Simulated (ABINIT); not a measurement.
A run of ABINIT 10.8.3 (patched build):

File run.abi:

```
# Datasets: one volume each
ndtset 7
getwfk -1
scalecart1 3*0.9795861087
scalecart2 3*0.9864848297
scalecart3 3*0.9932883884
scalecart4 3*1.0000000000
scalecart5 3*1.0066227096
scalecart6 3*1.0131594038
scalecart7 3*1.0196128224

# Pseudopotentials
pp_dirpath "./"
pseudos "Pd.GGA_PBE-JTH.xml"

# Structure
acell 3*1.0
rprim
    -2.9711804810     2.9711804810     2.9711804810
     2.9711804810    -2.9711804810     2.9711804810
     2.9711804810     2.9711804810    -2.9711804810
ntypat 1
znucl 46
natom 1
typat 1
xred
     0.0000000000     0.0000000000     0.0000000000

# Plane-wave basis
ecut 22.0
pawecutdg 44.0
pawxcdev 0

# k points
kptopt 1
ngkpt 12 12 12
nshiftk 1
shiftk 0.0 0.0 0.0

# Exchange and correlation
ixc -116133

# Bands and occupations
nband 13
occopt 3
tsmear 0.05 eV

# SCF cycle
nstep 100
tolvrs 1.0e-9

# Output
iomode 3
prtwf 1
prtden 0
prteig 0
prtebands 0
enunit 1
```

Potentials or basis: JTH PAW PBE v2.0.

Run with:

```console
$ abinit run.abi > log 2>&1
```

Hardware: 1 thread of Arm Neoverse V1 (shared host).

**Question.** Estimate the wall time of this run.

**Answer.** Wall time 3.4 min on 1 thread of Arm Neoverse V1, on a shared host, peak memory 0.14 GiB. Counts: scf iterations 148, mpi ranks 1, k points 72, bands 13, plane waves 498.
